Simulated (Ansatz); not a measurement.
Crystal: SnO2 (Cassiterite).

```
CELL_PARAMETERS angstrom
4.73800 0.00000 0.00000
0.00000 4.73800 0.00000
0.00000 0.00000 3.18650
ATOMIC_POSITIONS crystal
Sn 0.50000 0.50000 0.50000
Sn 0.00000 0.00000 0.00000
O 0.80710 0.19290 0.50000
O 0.69290 0.69290 0.00000
O 0.19290 0.80710 0.50000
O 0.30710 0.30710 0.00000
```

* Program: Ansatz 0.2.0
* Task: relaxation of cell and atoms
* Functional: PBE
* Potentials or basis: PseudoDojo standard (PBE files)
* Cutoff: 1143 eV
* Density cutoff: 4572 eV
* k mesh: 6 × 6 × 8
* Occupations: fermi-dirac, width 0.05 eV
* Spin: no spin polarisation

At the start: volume 11.92 Å³/atom.

How do energy, volume and symmetry change on relaxing?

It ends after 7 steps and the volume is 12.57 Å³/atom (+5.4 %); space group P4_2/mnm (No. 136, to 0.05 Å).

Step by step:
| step | energy change (eV) | largest force (eV/Å) | volume (Å³) |
| --- | --- | --- | --- |
| 1 | 0.0000 | 0.2690 | 71.53 |
| 2 | -0.1227 | 0.0261 | 75.06 |
| 3 | -0.1235 | 0.0374 | 75.35 |
| 4 | -0.1238 | 0.0074 | 75.35 |
| 5 | -0.1256 | 0.0074 | 75.35 |
| 6 | -0.1256 | 0.0001 | 75.40 |
| 7 | -0.1256 | 0.0001 | 75.40 |

Final structure:
```cif
data_structure
_symmetry_space_group_name_H-M 'P 1'
_symmetry_Int_Tables_number 1
_cell_length_a 4.8252
_cell_length_b 4.8252
_cell_length_c 3.2384
_cell_angle_alpha 90.000
_cell_angle_beta 90.000
_cell_angle_gamma 90.000
_cell_volume 75.40
loop_
_atom_site_label
_atom_site_type_symbol
_atom_site_fract_x
_atom_site_fract_y
_atom_site_fract_z
_atom_site_occupancy
Sn1 Sn 0.50000 0.50000 0.50000 1
Sn2 Sn 0.00000 0.00000 0.00000 1
O1 O 0.80661 0.19339 0.50000 1
O2 O 0.69339 0.69339 0.00000 1
O3 O 0.19339 0.80661 0.50000 1
O4 O 0.30661 0.30661 0.00000 1
```

Caveat: the plane-wave basis is chosen anew once the cell has moved, so the energies of steps on either side of that aren't comparable.
